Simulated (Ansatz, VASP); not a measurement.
This is a calculation of Ga for VASP 6.6.1.

File INCAR:

```
SYSTEM = Ga
PREC = Accurate
ENCUT = 520
EDIFF = 1E-7
ISMEAR = -1
SIGMA = 0.05
LREAL = .False.
LASPH = .True.
NELM = 60
ALGO = Normal
ISIF = 2
LWAVE = .False.
LCHARG = .False.
GGA = PS
NBANDS = 20
```

File KPOINTS:

```
Automatic mesh
0
Gamma
  10 10 8
  0 0 0
```

POSCAR

```
Ga
1.0
    1.4203998576     -3.9820175319      0.0000000000
    1.4203998576      3.9820175319      0.0000000000
    0.0000000000      0.0000000000      3.1052879646
Ga
2
Direct
    0.1330000000      0.8670000000      0.7500000000
    0.8670000000      0.1330000000      0.2500000000
```

Potentials or basis: VASP PAW PBE potentials, release 64 (Ga_d).

Run with:

```console
$ cat potpaw_PBE.64/Ga_d/POTCAR > POTCAR
$ mpirun -np 1 vasp_std > vasp.out
```

Question: Translate it to Ansatz 0.2.0. Potentials there: Ansatz PAW.

Answer: As run (the cutoff follows the program's own potentials):

input.yaml

```yaml
crystal:
  lattice:
    - [1.4203998576, -3.9820175319, 0.0]
    - [1.4203998576, 3.9820175319, 0.0]
    - [0.0, 0.0, 3.1052879646]
  atoms:
    - { symbol: Ga, position: [0.133, 0.867, 0.75] }
    - { symbol: Ga, position: [0.867, 0.133, 0.25] }
hamiltonian:
  xc: pbesol
  pseudopotentials: { kind: paw }
kpoints:
  mp_grid: { grid: [10, 10, 8] }
scf:
  occupations: { method: fermi_dirac, width: 0.05 }
output:
  forces: true
  stress: true
  eigenvalues: true
```

Potentials or basis: Ansatz PAW.

Run with:

```bash
$ ansatz run input.yaml --threads 1 --pin off --max-ram 3584MiB --backend cpu --events-out ev --progress --plain --runs-dir out
```

Both were run:

|  | VASP | Ansatz | Ansatz less VASP |
| --- | --- | --- | --- |
| gap on the k mesh at the Fermi level (eV) | none | none | - |
| pressure (GPa) | 1.7 | 1.6 | -0.15 |
| largest component of the traceless stress (GPa) | 2.46 | 2.47 | +0.005 |
| rms of the force components (eV/Å) | 0.135 | 0.136 | +0.0008 |

Atom by atom the forces differ by 0.001 eV/Å (rms over components). A gap of «none» marks a metal or a gap that the smearing closes. With one functional, cell and mesh, what is left measures potentials, basis and numerics.

Caveats: the PAW data sets were made with another functional, which shifts forces and pressure a little (VASP); the PAW data sets come from PBE, with cores solved anew for the run's functional, which leaves a small shift of forces and pressure (Ansatz).
